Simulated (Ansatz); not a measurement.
# LiH (h-MgO (five-fold) type): maximally localised Wannier functions

Aim: build maximally localised Wannier functions for LiH (h-MgO (five-fold) type) from several sets of trial orbitals, and check spreads and centres, and how well the models interpolate the bands. The runs, in order: PBE, anion s p, 6×6×4; PBE, anion s p, 12×12×6; r2SCAN, anion s p, 6×6×4; HSE06, anion s p, 6×6×4 (level, trial orbitals, Wannier mesh).

Computed with Ansatz 0.2.0 (plane waves, PAW, unless a step's input says otherwise).

7 further runs of the same task are left out: 7 that didn't finish.

## 1. Starting point

The structure is hexagonal, space group P6_3/mmc (No. 194). Conventional cell: a = 3.255 Å, b = 3.255 Å, c = 4.069 Å, α = 90.00°, β = 90.00°, γ = 120.00°. Li (site symmetry -6m2) has 5 H at 1.88 to 2.03 Å as nearest neighbours. H (site symmetry -6m2) has 5 Li at 1.88 to 2.03 Å as nearest neighbours.

Coordinates:

```
Li H
1.0
     3.25482    0.00000    0.00000
    -1.62741    2.81876    0.00000
     0.00000    0.00000    4.06907
Li H
2 2
Direct
  0.33333 0.66667 0.25000
  0.66667 0.33333 0.75000
  0.66667 0.33333 0.25000
  0.33333 0.66667 0.75000
```

Cell and atoms come from an earlier r2SCAN relaxation.

## 2. PBE, anion s p, 6×6×4

File input.yaml:

```yaml
crystal:
  lattice:
    - [3.2548234149, 0.0, 0.0]
    - [-1.6274117074, 2.8187597621, 0.0]
    - [0.0, 0.0, 4.0690682547]
  atoms:
    - { symbol: Li, position: [0.3333333333, 0.6666666667, 0.25] }
    - { symbol: Li, position: [0.6666666667, 0.3333333333, 0.75] }
    - { symbol: H, position: [0.6666666667, 0.3333333333, 0.25] }
    - { symbol: H, position: [0.3333333333, 0.6666666667, 0.75] }
kpoints:
  mp_grid: { grid: [9, 9, 6] }
  band_path:
    path:
      - [[0.0, 0.0, 0.0], [0.5, -1.362169288457e-17, 0.0], [0.3333333333333, 0.3333333333333, 0.0], [0.0, 0.0, 0.0], [0.0, 0.0, 0.5], [0.5, -1.362169288457e-17, 0.5], [0.3333333333333, 0.3333333333333, 0.5], [0.0, 0.0, 0.5]]
      - [[0.5, -1.362169288457e-17, 0.5], [0.5, -1.362169288457e-17, 0.0]]
      - [[0.3333333333333, 0.3333333333333, 0.5], [0.3333333333333, 0.3333333333333, 0.0]]
    npoints: 10
hamiltonian:
  xc: pbe
scf:
  occupations: { method: fixed }
  n_extra_bands: 6
output:
  forces: false
  stress: false
  eigenvalues: true
  wannier:
    kmesh: [6, 6, 4]
    projections: [{ species: H, l: s, shell: 1 }]
    minimise: true
    write_hr: true
    conv_tol: 1.0e-08
    max_iter: 3000
```

Command:

```sh
$ ansatz run input.yaml --threads 4 --pin off --max-ram 3686MiB --backend cpu --events-out ev --progress --plain --runs-dir out
```

After this run come: PBE, anion s p, 12×12×6; r2SCAN, anion s p, 6×6×4; HSE06, anion s p, 6×6×4.

**Question.** What will the summary of the whole plan be? Wanted: total spread, PBE, anion s p, 6×6×4; total spread, PBE, anion s p, 12×12×6; total spread, r2SCAN, anion s p, 6×6×4; total spread, HSE06, anion s p, 6×6×4; centres of the first set.

The runs gave:

```
                              quantity                     value
   total spread, PBE, anion s p, 6×6×4  2.61 Å² over 2 functions
 total spread, PBE, anion s p, 12×12×6  2.73 Å² over 2 functions
total spread, r2SCAN, anion s p, 6×6×4  2.50 Å² over 2 functions
 total spread, HSE06, anion s p, 6×6×4  2.51 Å² over 2 functions
              centres of the first set                  on atoms
```

With PBE, anion s p, 6×6×4 the 2 functions stay on atoms, with a mean spread of 1.30 Å²; 98 % of the total is gauge invariant. The total spread goes from 2.61 Å² on 6×6×4 to 2.73 Å² on 12×12×6: finite differences in k understate it on coarse meshes, while the largest miss of a band goes from 0.11 to 0.03 eV. On one set and mesh the functional gives 2.61 (PBE), 2.50 (r2SCAN), 2.51 (HSE06) Å².
